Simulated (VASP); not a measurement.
**AlN in VASP: how settings move the PBE single point**

Aim: see what changed inputs do to the PBE single point of AlN built on the zincblende prototype, under -0.3 % shear in the xy plane.

Program: VASP 6.6.1. PAW datasets, plane waves. Computed at 0 K without zero-point motion; spin polarisation is off.

### 1 The system as given

The cell comes from an earlier relaxation with r2SCAN in another program, then strained, with the atoms relaxed again.

It is cubic, F-43m (No. 216); conventional cell a = 4.370 Å, 10.43 Å³ an atom. Al has 4 N at 1.89 Å; N has 4 Al at 1.89 Å.

As a file:

```xyz
2
Lattice="-0.0034 2.1849 2.1849 2.1849 -0.0034 2.1849 2.1815 2.1815 0.0000" Properties=species:S:1:pos:R:3 pbc="T T T"
Al    0.0000    0.0000   -0.0009
N     1.0907    1.0907    1.0933
```

### 2 Reference

INCAR

```
ENCUT = 520.000000
SIGMA = 0.020000
EDIFF = 1.00e-07
GGA = PE
PREC = Accurate
IBRION = -1
ISIF = 2
ISMEAR = -1
NBANDS = 11
NELM = 120
NSW = 0
LASPH = .TRUE.
LCHARG = .FALSE.
LWAVE = .FALSE.
LREAL = .FALSE.
```

KPOINTS

```
KPOINTS created by Atomic Simulation Environment
0
Gamma
10 10 10
0 0 0
```

POSCAR

```
Al N
 1.0000000000000000
    -0.0033865584750001    2.1848764208250002    2.1848764208249616
     2.1848764208250002   -0.0033865584750001    2.1848764208249616
     2.1814898623999999    2.1814898623999999    0.0000000000499223
 Al  N
   1   1
Cartesian
  0.0000000000000102  0.0000000000000102 -0.0008878935846620
  1.0907449311874897  1.0907449311874897  1.0933261040096234
```

A file KPOINTS_OPT adds named points for the levels; it doesn't enter the self-consistent loop.

Potentials: the recommended PBE PAW datasets, 8 valence electrons.

Started as:

```console
> mpirun -np 1 vasp_std
```

### 3 Variant 1

INCAR: that of step 2 with these lines changed.

```diff
@@ -9,3 +9,2 @@
 NBANDS = 11
-NELM = 120
 NSW = 0
@@ -15 +14,2 @@
 LREAL = .FALSE.
+NELM = 93
```

KPOINTS

```
KPOINTS created by Atomic Simulation Environment
0
Gamma
15 15 15
0 0 0
```

POSCAR is that of step 2.

### 4 Variant 2

INCAR

```
SIGMA = 0.020000
EDIFF = 1.00e-07
GGA = PE
PREC = Accurate
IBRION = -1
ISIF = 2
ISMEAR = -1
NBANDS = 11
NSW = 0
LASPH = .TRUE.
LCHARG = .FALSE.
LWAVE = .FALSE.
LREAL = .FALSE.
ENCUT = 250
NELM = 78
```

KPOINTS is that of step 2.

POSCAR is that of step 2.

### 5 Variant 3

INCAR: that of step 2 with these lines changed.

```diff
@@ -14,2 +14,2 @@
 LWAVE = .FALSE.
-LREAL = .FALSE.
+LREAL = Auto
```

KPOINTS

```
KPOINTS created by Atomic Simulation Environment
0
Monkhorst-Pack
10 10 10
0 0 0
```

POSCAR is that of step 2.

### 6 Variant 4

INCAR: that of step 2 with these lines changed.

```diff
@@ -9,3 +9,2 @@
 NBANDS = 11
-NELM = 120
 NSW = 0
@@ -15 +14,2 @@
 LREAL = .FALSE.
+NELM = 69
```

KPOINTS

```
KPOINTS created by Atomic Simulation Environment
0
Gamma
5 5 5
0 0 0
```

POSCAR

```
Al N
 1.0000000000000000
    -0.0064000000000000    4.1288200000000002    4.1288200000000002
     4.1288200000000002   -0.0064000000000000    4.1288200000000002
     4.1224200000000000    4.1224200000000000    0.0000000000000000
 Al  N
   1   1
Cartesian
  0.0000000000000000 -0.0000000000000000 -0.0016778764946723
  2.0612099999999995  2.0612100000000000  2.0660878764946728
```

What does the calculation give? Wanted: for each run, changed; ending; energy change; pressure; electronic steps; usable.

The runs gave:

| run | changed | ending | energy change (meV/atom) | pressure (GPa) | gap on the mesh (eV; negative: overlap) | electronic steps | time | usable |
| --- | --- | --- | --- | --- | --- | --- | --- | --- |
| ref. | – | converged | 0 | 4.3 | 3.30 | 12 | 21 s | yes |
| 1 | NELM = 93, mesh 15×15×15 | converged | 0.0 | 4.3 | 3.37 | 12 | 49 s | yes |
| 2 | ENCUT = 250, NELM = 78 | converged | 5.7 | -36.1 | 3.13 | 13 | 7 s | no |
| 3 | LREAL = Auto, shifted mesh | converged | -0.1 | 4.4 | 3.48 | 12 | 60 s | yes |
| 4 | mesh 5×5×5, another POSCAR | converged | 5489.2 | -3.6 | -0.03 | 17 | 63 s | no |

**Reading.** Of 4 altered inputs, 2 ended normally on a faulty or unsound input, 2 gave usable results. Among the usable ones with comparable energies, «LREAL = Auto, shifted mesh» moves the energy most, by -0.1 meV/atom.
